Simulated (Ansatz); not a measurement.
# Zone-centre phonons of Cu at 7 GPa: input and output

Level of theory: DFT PBE, scalar-relativistic, plane waves, PAW (Ansatz).

Launched with:
```bash
ansatz run input.yaml --threads 1 --pin off --max-ram 3072MiB --backend cpu --events-out ev --progress --plain --runs-dir out
```

Input (bare energies are in eV):
```yaml
crystal:
  lattice:
    - [2.5265329779, 0.0, 0.0]
    - [-1.2632664889, 2.1880417424, 0.0]
    - [0.0, 0.0, 4.1434081599]
  atoms:
    - { symbol: Cu, position: [0.3333333333, 0.6666666667, 0.25] }
    - { symbol: Cu, position: [0.6666666667, 0.3333333333, 0.75] }
basis:
  ecutwfc: 420
kpoints:
  mp_grid: { grid: [18, 18, 10] }
hamiltonian:
  xc: pbe
scf:
  occupations: { method: fermi_dirac, width: 0.15 }
output:
  eigenvalues: true
phonons:
  method: dfpt
  eigenvectors: true
```

The end of the output:
```
--- Phonons (Γ-DFPT): 2 representative perturbations + reference, on 546 of 3240 k-points (Σ response iterations 7) ---
  k mesh reduced under 4 symmetry operations, with k and −k counted as one. Each operation leaves every solved displacement unchanged or reverses it
  ASR residual: 3.691e-4 → 0.000e0 eV/Å²; symmetrization residual: 1.456e-9 eV/Å²
  ASR residual per site (eV/Å²): 3.69e-4 3.69e-4
  Γ frequencies (cm⁻¹): 0.00 0.00 0.00 112.16 112.16 265.97
  non-analytic LO–TO correction: not included (Born effective charges unavailable; polar crystals: no LO–TO splitting at Γ)
```

Time: 56 s on 1 thread of AMD EPYC 7R43 64-Core Processor (Zen 3), on a shared host, peak memory 1.2 GiB.

In a metal, frequencies and elastic constants depend on the k mesh and the smearing, soft modes and shear constants most. Other phases may be more stable at this pressure.

This form isn't the element's structure at ambient conditions.